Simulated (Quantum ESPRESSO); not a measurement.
## SrCl2 under changes of volume

One of the cells (28.299 Å³/atom); the others are scaled copies at fixed shape and fractional positions:

```
Sr Cl
1.0
     0.00000    3.48835    3.48835
     3.48835    0.00000    3.48835
     3.48835    3.48835    0.00000
Sr Cl
1 2
Cartesian
  0.0000 0.0000 0.0000
  5.2325 5.2325 5.2325
  1.7442 1.7442 1.7442
```

* Program: Quantum ESPRESSO 7.5
* Functional: LDA
* Potentials or basis: GBRV 1.5 LDA
* Cutoff: 612 eV
* Density cutoff: 4898 eV
* k mesh: 7 × 7 × 7
* Occupations: fermi-dirac, width 0.05 eV
* Spin: no spin polarisation

```tsv
volume (Å³/atom)	energy over the lowest point (meV/atom)	pressure (GPa)	gap on the mesh (eV)
26.601	0.00	-0.7	5.15
27.167	?	?	?
27.733	10.22	-2.2	4.99
28.299	19.17	-2.9	4.91
28.865	30.27	-3.4	4.84
29.431	43.27	-4.0	4.77
29.997	57.98	-4.4	4.70
```

Problem. What does the run at 27.167 Å³/atom give?

Solution. Energy over the lowest point 3.75 meV/atom; pressure -1.5 GPa; gap on the mesh 5.07 eV.

Worked out: A Birch-Murnaghan fit of order 3 (a polynomial in V^(-2/3)) to the other rows has its minimum at 26.21 Å³/atom, just outside them, with B0 = V·E''(V) = 45 GPa and B' = 4.7. It gives 3.73 meV/atom at 27.167 Å³/atom, against the run's 3.75, and -dE/dV = -1.5 GPa, against -1.5. A straight line through the other rows of the gap, of slope -3.74 eV per unit of ln V, gives 5.07 eV, against the run's 5.07.

Energies are extrapolated to zero smearing.

Caveats: an odd mesh through Γ misses points on the zone boundary, where band edges often lie. Spin-orbit coupling on Sr is left out.
